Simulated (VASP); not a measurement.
A run of VASP 6.6.1:

The input INCAR:

```
SYSTEM = HCl
  PREC = Accurate
  ENCUT = 520
  EDIFF = 1E-5
  ISMEAR = -1
  SIGMA = 0.05
  LREAL = Auto
  LASPH = .True.
  NELM = 100
  ALGO = Fast
  ISIF = 2
  LWAVE = .False.
  LCHARG = .False.
  GGA = PS
  NBANDS = 46
  IBRION = 0
  NSW = 40
  POTIM = 0.75
  TEBEG = 300.0
  TEEND = 300.0
  ISYM = 0
  NELMIN = 4
  RANDOM_SEED = 570816 0 0
  MDALGO = 3
  LANGEVIN_GAMMA = 20 20
```

Contents of KPOINTS:

```
Automatic mesh
0
Gamma
  1 1 1
  0 0 0
```

File POSCAR:

```
HCl
1.0
    7.4168600000      0.0000000000      0.0000000000
    0.0000000000      7.4168600000      0.0000000000
    0.0000000000      0.0000000000      7.4168600000
Cl H
8 8
Direct
    1.0320528000      0.1937063600      0.1683067300
    0.5093885000      0.7336998700      0.6749599600
    0.1904021400      0.7792477600      0.3153705100
    0.9394178000      0.6014078600      0.9501308400
    0.4877755000      0.4074537300      0.0393593800
    0.1845877400      0.3292633900      0.6783878300
    0.6441725300      0.2519739600      0.5034406600
    0.6755849200      0.8999482600      0.1711487100
    0.9608076400      0.3404579100      0.0967399700
    0.5659548000      0.7850145800      0.5176268600
    0.1327564200      0.7101971200      0.1636217200
    0.8229050300      0.7083993000      1.0379861300
    0.3503263700      0.3073843200      0.0821439100
    0.3539268100      0.3444223100      0.6317127100
    0.7342218800      0.3621125800      0.6056902100
    0.8108977300      1.0182345800      0.1723406800
```

Potentials or basis: VASP PAW PBE potentials, release 64 (Cl, H).

Launch:

```sh
$ cat potpaw_PBE.64/Cl/POTCAR potpaw_PBE.64/H/POTCAR > POTCAR
$ mpirun -np 1 vasp_gam > vasp.out
```

Hardware: 1 thread of Intel(R) Xeon(R) 6975P-C (Granite Rapids) (shared host).

Problem. Estimate the wall time of this run.

Solution. Run time: 5.8 min on 1 thread of Intel(R) Xeon(R) 6975P-C (Granite Rapids), on a shared host, peak memory 0.45 GiB. Counts: scf iterations 205, k points 1, ion steps 40.
